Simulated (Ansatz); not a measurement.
Input, command and steps of an Ansatz relaxation.

```yaml
crystal:
  lattice:
    - [0.0, 1.903715305, 1.903715305]
    - [1.903715305, 0.0, 1.903715305]
    - [1.903715305, 1.903715305, 0.0]
  atoms:
    - { symbol: Ti, position: [0.0, 0.0, 0.0] }
basis:
  ecutwfc: 420
kpoints:
  mp_grid: { grid: [18, 18, 18] }
hamiltonian:
  xc: pbesol
scf:
  occupations: { method: gaussian, width: 0.1 }
output:
  forces: true
  stress: true
  eigenvalues: true
  write_density: true
  write_potential: true
  elf: true
  volumetric_format: npy
relax:
  adjacent_minimum: "off"
  f_tol: 0.008
  max_steps: 50
  cell: { stress_tol: 0.08, p_target: 30.0 }
```

```bash
ansatz run input.yaml --threads 1 --pin off --max-ram 2560MiB --backend cpu --events-out ev --progress --plain --runs-dir out
```

The calculation used DFT PBEsol, scalar-relativistic, plane waves, PAW (Ansatz 0.2.0).

Of 4 frames 3 are shown, positions in Å and forces in eV/Å; the SCF threshold varies from step to step. Steps run on the plane waves of an earlier cell, with a Pulay correction in the pressure. The basis is chosen afresh for the last frame, the zero of the energies, and at times for earlier ones too; energy and pressure step there, also at an unchanged geometry. The relaxation lowers the enthalpy F + PV at the target pressure, so the free energy itself can rise.

```xyz
1
Lattice="0.0000 1.9037 1.9037 1.9037 0.0000 1.9037 1.9037 1.9037 0.0000" Properties=species:S:1:pos:R:3:forces:R:3 pbc="T T T" step=1 free_energy_over_end_meV_per_atom=-4.59 pressure_GPa=29.63
Ti    0.0000    0.0000    0.0000    0.0000    0.0000    0.0000
1
Lattice="0.0000 1.9022 1.9022 1.9022 0.0000 1.9022 1.9022 1.9022 0.0000" Properties=species:S:1:pos:R:3:forces:R:3 pbc="T T T" step=2 free_energy_over_end_meV_per_atom=1.74 pressure_GPa=30.14
Ti    0.0000    0.0000    0.0000    0.0000    0.0000    0.0000
1
Lattice="0.0000 1.9026 1.9026 1.9026 0.0000 1.9026 1.9026 1.9026 0.0000" Properties=species:S:1:pos:R:3:forces:R:3 pbc="T T T" step=4 free_energy_over_end_meV_per_atom=0.00 pressure_GPa=30.00
Ti    0.0000    0.0000    0.0000    0.0000    0.0000    0.0000
```

The run took 6.4 s on 1 thread of Arm Neoverse V2, with other jobs on the host, peak memory 0.31 GiB.